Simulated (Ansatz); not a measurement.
# WS3: the cost of one run

Program: Ansatz 0.2.0. Level of theory: DFT PBE, scalar-relativistic, plane waves, PAW. These are calculated values, not measurements.

3 further runs of the same task are left out: 3 set aside as unsound or not needed.

### 1 Starting point

Symmetry: Pm-3n, No. 223, cubic system. Conventional cell: a = 5.474 Å, b = 5.474 Å, c = 5.474 Å, α = 90.00°, β = 90.00°, γ = 90.00°. W (site symmetry m-3) has 12 S at 3.06 Å as nearest neighbours. Around S (site symmetry -4m2) lie 2 S at 2.74 Å and 4 W at 3.06 Å.

Structure file:

```
CELL_PARAMETERS angstrom
5.47428 0.00000 0.00000
0.00000 5.47428 0.00000
0.00000 0.00000 5.47428
ATOMIC_POSITIONS crystal
W 0.00000 0.00000 0.00000
W 0.50000 0.50000 0.50000
S 0.00000 0.50000 0.25000
S 0.00000 0.50000 0.75000
S 0.25000 0.00000 0.50000
S 0.75000 0.00000 0.50000
S 0.50000 0.75000 0.00000
S 0.50000 0.25000 0.00000
```

This is candidate A: A15 type (Pm-3n, No. 223).

(A quick probe on a coarse mesh, which set the mesh and smearing, is not shown.)

### 3 Rough relaxation on the coarse mesh (candidate A)

Contents of input.yaml:

```yaml
crystal:
  lattice:
    - [5.4742840046, 0.0, 0.0]
    - [0.0, 5.4742840046, 0.0]
    - [0.0, 0.0, 5.4742840046]
  atoms:
    - { symbol: W, position: [0.0, 0.0, 0.0] }
    - { symbol: W, position: [0.5, 0.5, 0.5] }
    - { symbol: S, position: [0.0, 0.5, 0.25] }
    - { symbol: S, position: [0.0, 0.5, 0.75] }
    - { symbol: S, position: [0.25, 0.0, 0.5] }
    - { symbol: S, position: [0.75, 0.0, 0.5] }
    - { symbol: S, position: [0.5, 0.75, 0.0] }
    - { symbol: S, position: [0.5, 0.25, 0.0] }
basis:
  ecutwfc: 420
kpoints:
  mp_grid: { grid: [4, 4, 4] }
hamiltonian:
  xc: pbe
scf:
  occupations: { method: gaussian, width: 0.1 }
  lower_state_search: "off"
output:
  forces: true
  stress: true
  eigenvalues: true
relax:
  adjacent_minimum: "off"
  f_tol: 0.04
  max_steps: 70
  cell: { stress_tol: 0.4 }
```

Launch:

```sh
$ ansatz run input.yaml --threads 1 --pin off --max-ram 2560MiB --backend cpu --events-out ev --progress --plain --runs-dir out
```

What time and memory should one allow on 1 thread of Arm Neoverse V2, shared host?

About 25 s, with a peak of 0.41 GiB.
